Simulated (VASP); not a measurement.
# LiF (Griceite) (Fm-3m) in VASP: notebook

The runs below take LiF (Griceite) through relaxation of the atoms, with PBE+D3(BJ).

Everything below comes from runs of VASP 6.6.1. Logs are shortened: lines on timing, memory, paths and dates and some standing lists are left out, and cuts for length are marked.

**1. The structure**

It takes space group Fm-3m (No. 225, cubic). The conventional cell has a = 3.985 Å, b = 3.985 Å, c = 3.985 Å, α = 90.00°, β = 90.00°, γ = 90.00°. Li (site symmetry m-3m) is surrounded by 6 F at 1.99 Å. F (site symmetry m-3m) is surrounded by 6 Li at 1.99 Å.

**2. Relaxation of the atoms, PBE+D3(BJ) (a relaxed cell with its volume scaled by 0.94)**

INCAR

```
SYSTEM = LiF
  PREC = Accurate
  ENCUT = 600
  EDIFF = 1E-7
  ISMEAR = 0
  SIGMA = 0.03
  LREAL = .FALSE.
  LASPH = .TRUE.
  NELM = 80
  ALGO = Fast
  ISIF = 2
  LWAVE = .FALSE.
  LCHARG = .FALSE.
  GGA = PE
  IVDW = 12
  IBRION = 2
  NSW = 40
  EDIFFG = -0.01
```

KPOINTS

```
Automatic mesh
0
G
  12 12 12
  0 0 0
```

POSCAR

```
LiF                                     
1.0
    0.0000000000      1.9520105257      1.9520105257
    1.9520105257      0.0000000000      1.9520105257
    1.9520105257      1.9520105257      0.0000000000
  Li              F             
     1     1
Direct
     0.0000000000000000    0.0000000000000000    0.0000000000000000
     0.5000000000000000    0.5000000000000000    0.5000000000000000
```

Potentials or basis: VASP PAW PBE potentials, release 64 (Li_sv, F).

Command:

```console
$ cat potpaw_PBE.64/Li_sv/POTCAR potpaw_PBE.64/F/POTCAR > POTCAR
$ mpirun -np 1 vasp_std > vasp.out
```

OUTCAR:

```text
SYSTEM = LiF
   PREC = Accurate
   ENCUT = 600
   EDIFF = 1E-7
   ISMEAR = 0
   LREAL = .FALSE.
   LASPH = .TRUE.
   NELM = 80
   ISIF = 2
   GGA = PE
   IVDW = 12
   IBRION = 2
   NSW = 40
   EDIFFG = -0.01
 IVDW          = 12

 ion  position               nearest neighbor table
   1  0.000  0.000  0.000-   2 1.95   2 1.95   2 1.95   2 1.95   2 1.95   2 1.95
   2  0.500  0.500  0.500-   1 1.95   1 1.95   1 1.95   1 1.95   1 1.95   1 1.95

  LATTYP: Found a face centered cubic cell.
 ALAT       =     3.9040210514

  Lattice vectors:

 A1 = (   0.0000000000,   1.9520105257,   1.9520105257)
 A2 = (   1.9520105257,   0.0000000000,   1.9520105257)
 A3 = (   1.9520105257,   1.9520105257,   0.0000000000)

Analysis of symmetry for initial positions (statically):
=====================================================================
 Subroutine PRICEL returns:
 Original cell was already a primitive cell.

 Routine SETGRP: Setting up the symmetry group for a
 face centered cubic supercell.

 Subroutine GETGRP returns: Found 48 space group operations
 (whereof 48 operations were pure point group operations)
 out of a pool of 48 trial point group operations.

The static configuration has the point symmetry O_h .

Analysis of symmetry for dynamics (positions and initial velocities):
=====================================================================
 Subroutine PRICEL returns:
 Original cell was already a primitive cell.

 Routine SETGRP: Setting up the symmetry group for a
 face centered cubic supercell.

 Subroutine GETGRP returns: Found 48 space group operations
 (whereof 48 operations were pure point group operations)
 out of a pool of 48 trial point group operations.

The dynamic configuration has the point symmetry O_h .

 Subroutine INISYM returns: Found 48 space group operations
 (whereof 48 operations are pure point group operations),
 and found     1 'primitive' translations

----------------------------------------------------------------------------------------

                                     Primitive cell

  volume of cell :      14.8757

  direct lattice vectors                    reciprocal lattice vectors
     0.000000000  1.952010526  1.952010526    -0.256146160  0.256146160  0.256146160
     1.952010526  0.000000000  1.952010526     0.256146160 -0.256146160  0.256146160
     1.952010526  1.952010526  0.000000000     0.256146160  0.256146160 -0.256146160

  length of vectors
     2.760559759  2.760559759  2.760559759     0.443658163  0.443658163  0.443658163

  position of ions in fractional coordinates (direct lattice)
     0.000000000  0.000000000  0.000000000
     0.500000000  0.500000000  0.500000000

  ion indices of the primitive-cell ions
   primitive index   ion index
                 1           1
                 2           2

----------------------------------------------------------------------------------------

 KPOINTS: Automatic mesh

Automatic generation of k-mesh.
 Grid dimensions read from file:
 generate k-points for:   12   12   12

 Generating k-lattice:

  Cartesian coordinates                     Fractional coordinates (reciprocal lattice)
    -0.021345513  0.021345513  0.021345513     0.083333333  0.000000000  0.000000000
     0.021345513 -0.021345513  0.021345513     0.000000000  0.083333333  0.000000000
     0.021345513  0.021345513 -0.021345513     0.000000000  0.000000000  0.083333333

  Length of vectors
     0.036971514  0.036971514  0.036971514

  Shift w.r.t. Gamma in fractional coordinates (k-lattice)
     0.000000000  0.000000000  0.000000000

 Subroutine IBZKPT returns following result:
 ===========================================

 Found     72 irreducible k-points:

 Following reciprocal coordinates:
            Coordinates               Weight
  0.000000  0.000000  0.000000      1.000000
  0.083333  0.000000  0.000000      8.000000
  0.166667  0.000000  0.000000      8.000000
  0.250000  0.000000  0.000000      8.000000
  0.333333  0.000000  0.000000      8.000000
  0.416667  0.000000  0.000000      8.000000
[... 16 lines left out ...]
  0.500000  0.166667  0.000000     24.000000
 -0.416667  0.166667  0.000000     24.000000
 [... further k-points ...]
   k-points           NKPTS =     72   k-points in BZ     NKDIM =     72   number of bands    NBANDS=      9
   number of dos      NEDOS =    301   number of ions     NIONS =      2
   total plane-waves  NPLWV =  13824
   dimension x,y,z NGX =    24 NGY =   24 NGZ =   24
   dimension x,y,z NGXF=    48 NGYF=   48 NGZF=   48
   ions per type =               1   1
   NGX,Y,Z   is equivalent  to a cutoff of  14.45, 14.45, 14.45 a.u.
   NGXF,Y,Z  is equivalent  to a cutoff of  28.91, 28.91, 28.91 a.u.
 SYSTEM =  LiF
   PREC   = accura    normal or accurate (medium, high low for compatibility)
   ISTART =      0    job   : 0-new  1-cont  2-samecut
   ICHARG =      2    charge: 1-file 2-atom 10-const
   ISPIN  =      1    spin polarized calculation?
   LNONCOLLINEAR =      F non collinear calculations
   LSORBIT =      F    spin-orbit coupling
   LASPH  =      T    aspherical Exc in radial PAW
   ENCUT  =  600.0 eV  44.10 Ry    6.64 a.u.   5.51  5.51  5.51*2*pi/ulx,y,z
   NELM   =     80;   NELMIN=  2; NELMDL= -5     # of ELM steps
   EDIFF  = 0.1E-06   stopping-criterion for ELM
   LREAL  =      F    real-space projection
   EDIFFG = -.1E-01   stopping-criterion for IOM
   NSW    =     40    number of steps for IOM
   IBRION =      2    ionic relax: 0-MD 1-quasi-New 2-CG
   NFREE  =      1    steps in history (QN), initial steepest desc. (CG)
   ISIF   =      2    stress and relaxation
   ISYM   =      2    0-nonsym 1-usesym 2-fastsym
   POTIM  = 0.5000    time-step for ionic-motion
   TEBEG  =    0.0;   TEEND  =   0.0 temperature during run
   PSTRESS=    0.0 pullay stress
   NELECT =      10.0000    total number of electrons
   NUPDOWN=      -1.0000    fix difference up-down
   EMIN   =  10.00;   EMAX   =-10.00  energy-range for DOS
   EFERMI =   0.00;   METHOD = LEGACY
   ISMEAR =     0;   SIGMA  =   0.03  broadening in eV -4-tet -1-fermi 0-gaus
   EFERMI_NEDOS =   21; number of points for ismear=-14 and -15
   IALGO  =     68    algorithm
   IMIX   =      4    mixing-type and parameters
     AMIX     =   0.40;   BMIX     =  1.00
     AMIX_MAG =   1.60;   BMIX_MAG =  1.00
  volume/ion in A,a.u.               =       7.44        50.19
  Fermi-wavevector in a.u.,A,eV,Ry     =   1.434111  2.710076 27.982742  2.056674
  Thomas-Fermi vector in A             =   2.553555
   LORBIT       =      0    0 simple, 1 ext, 2 COOP (PROOUT), +10 PAW based schemes
   GGA     = PE    functional components
   LHFCALC =     F    Hartree Fock is set to
   AEXX    =    0.0000 exact exchange contribution
   IVDW    =    12    specifies the selected vdW correction
   LEPSILON=     F    determine dielectric tensor
   LRPA    =     F    only Hartree local field effects (RPA)
 conjugate gradient relaxation of ions
 non-spin polarized calculation
 RMM-DIIS sequential band-by-band and
 Gauss-broadening in eV      SIGMA  =   0.03
  energy-cutoff  :      600.00
  volume of cell :       14.88
 maximum number of plane-waves:       531
 NGX is ok and might be reduce to    24
   NGX = 11   NGY = 11   NGZ = 11

 number of electron      10.0000006 magnetization

 Free energy of the ion-electron system (eV)
  ---------------------------------------------------
  ext. energy  EPLUGINS =         0.00000000
  ---------------------------------------------------
  free energy    TOTEN  =        -9.58381641 eV

  energy without entropy =       -9.58381641  energy(sigma->0) =       -9.58381641

 E-fermi :  -0.1360     XC(G=0): -10.4482

 val. band max:       -0.4187384345   @ k =  -0.0833   0.0833   0.0000
 cond. band min:       9.5631195597   @ k =   0.0000   0.0000   0.0000
 fundamental gap:      9.9818579942
 Fermi energy:        -0.1360043586

 k-point     1 :       0.0000    0.0000    0.0000
  band No.  band energies     occupation
      1     -41.1493      2.00000
      2     -20.6652      2.00000
      3      -0.4188      2.00000
      4      -0.4188      2.00000
      5      -0.4188      2.00000
      6       9.5631      0.00000
      7      24.8437      0.00000
      8      24.8452      0.00000
      9      24.8460      0.00000

 k-point     2 :       0.0833    0.0000    0.0000
  band No.  band energies     occupation
      1     -41.1434      2.00000
      2     -20.6340      2.00000
      3      -0.6423      2.00000
      4      -0.4373      2.00000
      5      -0.4373      2.00000
      6       9.7679      0.00000
      7      22.2907      0.00000
      8      23.6266      0.00000
      9      23.6267      0.00000

 k-point     3 :       0.1667    0.0000    0.0000
  band No.  band energies     occupation
      1     -41.1273      2.00000
      2     -20.5468      2.00000
      3      -1.2167      2.00000
      4      -0.4873      2.00000
      5      -0.4873      2.00000
      6      10.2522      0.00000
      7      19.9696      0.00000
      8      22.2753      0.00000
      9      22.2753      0.00000

 k-point     4 :       0.2500    0.0000    0.0000
  band No.  band energies     occupation
      1     -41.1054      2.00000
      2     -20.4233      2.00000
      3      -1.9359      2.00000
      4      -0.5537      2.00000
      5      -0.5537      2.00000
      6      10.7229      0.00000
      7      18.3903      0.00000
      8      21.0278      0.00000
      9      21.0278      0.00000
[... 205 lines left out ...]
 k-point    22 :       0.4167    0.1667    0.0000
  band No.  band energies     occupation
      1     -41.0673      2.00000
      2     -20.1509      2.00000
      3      -2.8025      2.00000
      4      -1.1657      2.00000
      5      -0.9534      2.00000
      6      12.0718      0.00000
      7      16.8768      0.00000
      8      19.7077      0.00000
      9      20.1240      0.00000

 k-point    23 :       0.5000    0.1667    0.0000
  band No.  band energies     occupation
      1     -41.0561      2.00000
      2     -20.0767      2.00000
      3      -3.0826      2.00000
      4      -1.3535      2.00000
      5      -0.9152      2.00000
      6      12.0857      0.00000
      7      16.6178      0.00000
      8      19.6172      0.00000
      9      19.7003      0.00000

 k-point    24 :      -0.4167    0.1667    0.0000
  band No.  band energies     occupation
      1     -41.0546      2.00000
      2     -20.0698      2.00000
      3      -3.0852      2.00000
      4      -1.4788      2.00000
      5      -0.8214      2.00000
      6      12.0352      0.00000
      7      16.4957      0.00000
      8      19.5465      0.00000
      9      19.7480      0.00000

 [... further k-points ...]

------------------------ aborting loop because EDIFF is reached ----------------------------------------

 Edisp (eV)   -0.39305

 E8    (eV) :    -0.1444

  FORCE on cell =-STRESS in cart. coord.  units (eV):
  Direction    XX          YY          ZZ          XY          YZ          ZX
  --------------------------------------------------------------------------------------
  -------------------------------------------------------------------------------------
  Total       0.51690     0.51690     0.51690     0.00000     0.00000     0.00000
  in kB      55.67252    55.67252    55.67252     0.00000     0.00000     0.00000
  external pressure =       55.67 kB  Pullay stress =        0.00 kB

 VOLUME and BASIS-vectors are now :
 -----------------------------------------------------------------------------
  energy-cutoff  :      600.00
  volume of cell :       14.88
      direct lattice vectors                 reciprocal lattice vectors
     0.000000000  1.952010526  1.952010526    -0.256146160  0.256146160  0.256146160
     1.952010526  0.000000000  1.952010526     0.256146160 -0.256146160  0.256146160
     1.952010526  1.952010526  0.000000000     0.256146160  0.256146160 -0.256146160

 POSITION                                       TOTAL-FORCE (eV/Angst)
 -----------------------------------------------------------------------------------
      0.00000      0.00000      0.00000        -0.000000     -0.000000      0.000000
      1.95201      1.95201      1.95201         0.000000      0.000000     -0.000000
 -----------------------------------------------------------------------------------
    total drift:                               -0.000000     -0.000000      0.000000

  FREE ENERGIE OF THE ION-ELECTRON SYSTEM (eV)
  ---------------------------------------------------
  free  energy   TOTEN  =        -9.9768634377 eV

  energy  without entropy=       -9.9768634377  energy(sigma->0) =       -9.97686344

 reached required accuracy - stopping structural energy minimisation
```

It took 16 s on 1 thread of AMD EPYC 9R14 (Zen 4), shared host; peak memory 0.12 GiB.

What came out:

```
Free energy                : -9.9769 eV
Pressure after relaxing    : 5.6 GPa
Band gap on the k mesh     : 9.98 eV, direct
Dispersion energy per atom : -0.197 eV
```

Final structure:
```yaml
crystal:
  lattice:
    - [0.00000, 1.95201, 1.95201]
    - [1.95201, 0.00000, 1.95201]
    - [1.95201, 1.95201, 0.00000]
  atoms:
    - { symbol: Li, position: [0.00000, 0.00000, 0.00000] }
    - { symbol: F, position: [0.50000, 0.50000, 0.50000] }
```

Levels at points of the mesh, in eV from the valence-band top:
```
           k point  band 3  band 4  band 5  band 6  band 7  band 8
(0.00, 0.00, 0.00)    0.00    0.00    0.00    9.98   25.26   25.26
(0.50, 0.00, 0.00)   -2.81   -0.26   -0.26   11.28   17.90   19.65
(0.50, 0.50, 0.00)   -3.43   -1.14   -1.14   15.73   16.92   18.65
```

Caveat: the cutoff is under 1.25 times the usual one of these potentials, so pressure, stress and relaxed cells hold a basis-set (Pulay) error; the relaxation stopped at its first step, so nothing moved. A k mesh can miss the band edges.

**3. Relaxation of the atoms, PBE+D3(BJ) (a relaxed cell with its volume scaled by 0.96)**

INCAR is that of step 2.

KPOINTS is that of step 2.

POSCAR

```
LiF                                     
1.0
    0.0000000000      1.9657575316      1.9657575316
    1.9657575316      0.0000000000      1.9657575316
    1.9657575316      1.9657575316      0.0000000000
  Li              F             
     1     1
Direct
     0.0000000000000000    0.0000000000000000    0.0000000000000000
     0.5000000000000000    0.5000000000000000    0.5000000000000000
```

Potentials or basis: VASP PAW PBE potentials, release 64 (Li_sv, F).

Command:

```console
$ cat potpaw_PBE.64/Li_sv/POTCAR potpaw_PBE.64/F/POTCAR > POTCAR
$ mpirun -np 1 vasp_std > vasp.out
```

Run time: 16 s. Hardware: 1 thread of AMD EPYC 9R14 (Zen 4), shared host; peak memory 0.12 GiB.

It converged, with:

```yaml
Free_energy: -9.9876 eV
Pressure_after_relaxing: 3.5 GPa
Band_gap_on_the_k_mesh: 9.77 eV, direct
Dispersion_energy_per_atom: -0.192 eV
```

Final structure:
```
Li F
1.0
     0.00000    1.96576    1.96576
     1.96576    0.00000    1.96576
     1.96576    1.96576    0.00000
Li F
1 1
Cartesian
  0.0000 0.0000 0.0000
  1.9658 1.9658 1.9658
```

Levels at points of the mesh, in eV from the valence-band top:
```
           k point  band 3  band 4  band 5  band 6  band 7  band 8
(0.00, 0.00, 0.00)    0.00    0.00    0.00    9.77   25.05   25.05
(0.50, 0.00, 0.00)   -2.74   -0.25   -0.25   11.17   17.63   19.48
(0.50, 0.50, 0.00)   -3.33   -1.11   -1.11   15.51   16.82   18.37
```

Caveat: the cutoff is under 1.25 times the usual one of these potentials, so pressure, stress and relaxed cells hold a basis-set (Pulay) error; the relaxation stopped at its first step, so nothing moved.

[end of part 1 of 2]
